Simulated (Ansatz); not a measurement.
This log comes from Ansatz, run on a 5-atom cell of BaHfO₃ built on tetragonal BaTiO3 (relaxed group Pm-3m). The starting cell comes from a relaxation with PBE.

Starting structure:
```
Ba Hf O
1.0
     4.20608    0.00000    0.00000
     0.00000    4.20608    0.00000
     0.00000    0.00000    4.20624
Ba Hf O
1 1 3
Direct
  0.50000 0.50000 0.57200
  0.00000 0.00000 0.07200
  0.00000 0.50000 0.07200
  0.50000 0.00000 0.07200
  0.00000 0.00000 0.57200
```

Output, abridged:
```
Warning: the atoms were moved onto the symmetric positions of the space group found under crystal.symmetry.tolerance 1.0e-5 (fractional […]
Warning: 32 symmetry operations that the atoms keep within the bar at which the run's group was sought (crystal.symmetry.tolerance 1.0e-5, or twice it) were not taken beside the 16 unitary ones that the detection took (of a slab, those that keep its plane). […]
Functional definition: PBEsol
Crystal: 5 atoms, lattice volume = 74.413 Å³
Basis set: ecut = 420 eV, 1419 PW (Γ)
Bands: 33, of which v1, the nominal top of the filled ones, is band 27 counted from 1 (26 counted from 0)
Symmetry: 16 space group operations
Space group: P4/mmm (ITA 123)
k-points: 40 of 216
preconditioner: auto → Resta (q_TF=auto, 2.586 Å⁻¹)  ε∞=4.4  [insulator: Δε(μ)=3.261 eV  σ=0.020 eV  ℏωp=31.0 eV]
relax step 1: F+E_penalty+E_count = -23152.57259010 eV  P = -5.461 GPa  Ω = 74.413 Å³
relax step 2: F+E_penalty+E_count = -23152.61591360 eV  P = +3.401 GPa  Ω = 70.605 Å³
relax step 3: F+E_penalty+E_count = -23152.62457018 eV  P = -0.171 GPa  Ω = 72.019 Å³
relax step 4: F+E_penalty+E_count = -23152.62486658 eV  P = -0.006 GPa  Ω = 71.950 Å³
relax step 5: F+E_penalty+E_count = -23152.61729942 eV  P = -0.208 GPa  Ω = 71.950 Å³  (SCF on a basis re-selected at this cell)
relax step 6: F+E_penalty+E_count = -23152.61766933 eV  P = -0.000 GPa  Ω = 71.864 Å³
relax step 7: F+E_penalty+E_count = -23152.61753385 eV  P = -0.004 GPa  Ω = 71.864 Å³  (SCF on a basis re-selected at this cell)
SCF converged after 6 iterations
Free energy (F): -23152.617534 eV
Fermi energy:    13.384586 eV
--- Per-component energies (eV) ---
  E_band       = -38.569559
  E_kinetic    = 1117.143433
  E_local      = -7977.086914
  E_nonlocal   = -1033.692452
  E_hartree    = 3632.445383
  E_xc         = -685.646017
  E_vxc        = -685.392935
  E_paw        = -12405.060862
  E_vpaw       = 1275.561146
  E_ewald      = -5802.235973
  E_core_change = 1.508388
--- Stress (GPa, compression-positive) ---
       -0.003552       0.000000       0.000000
        0.000000      -0.003552       0.000000
        0.000000       0.000000      -0.003498
  P = ⅓ Tr σ = -0.0035 GPa (-0.035 kbar)
--- Relaxed structure (5 steps of the walk, 5 accepted, 2 SCFs on fresh bases) ---
  F+E_penalty+E_count = -23152.61753385 eV
  cell:  # Å, volume = 71.8636 Å³
    - [4.157540, 0.000000, 0.000000]
    - [0.000000, 4.157540, 0.000000]
    - [0.000000, 0.000000, 4.157539]
  atoms:
    - { symbol: Ba, position: [0.500000, 0.500000, 0.571999] }
    - { symbol: Hf, position: [0.000000, 0.000000, 0.071999] }
    - { symbol: O, position: [0.000000, 0.500000, 0.071999] }
    - { symbol: O, position: [0.500000, 0.000000, 0.071999] }
    - { symbol: O, position: [0.000000, 0.000000, 0.571999] }
```

Question: What input produced it? Give the YAML.

Answer:
```yaml
crystal:
  # lattice and atoms as above
kpoints:
  mp_grid: { grid: [6, 6, 6] }
hamiltonian:
  xc: pbesol
scf:
  occupations: { method: fermi_dirac, width: 0.02 }
relax:
  f_tol: 0.005
  cell: {}
```
The relax steps with a changing cell volume need the relax block with cell. Keys that only write grids to files are left aside. Keys that aren't typed take their defaults; thresholds and the kind of smearing can't be read off these lines.

Run as `ansatz run input.yaml --threads 2 --pin off --max-ram 29491MiB --backend cpu --events-out ev --progress --plain --runs-dir out`. Wall time 17 s on 2 threads of AMD EPYC 7R13 Processor (Zen 3), with other jobs on the host, load about 0.9 per core; peak host memory 0.59 GiB.

Note: simulated data, non-magnetic, for a generated structure that need not be the stable one.
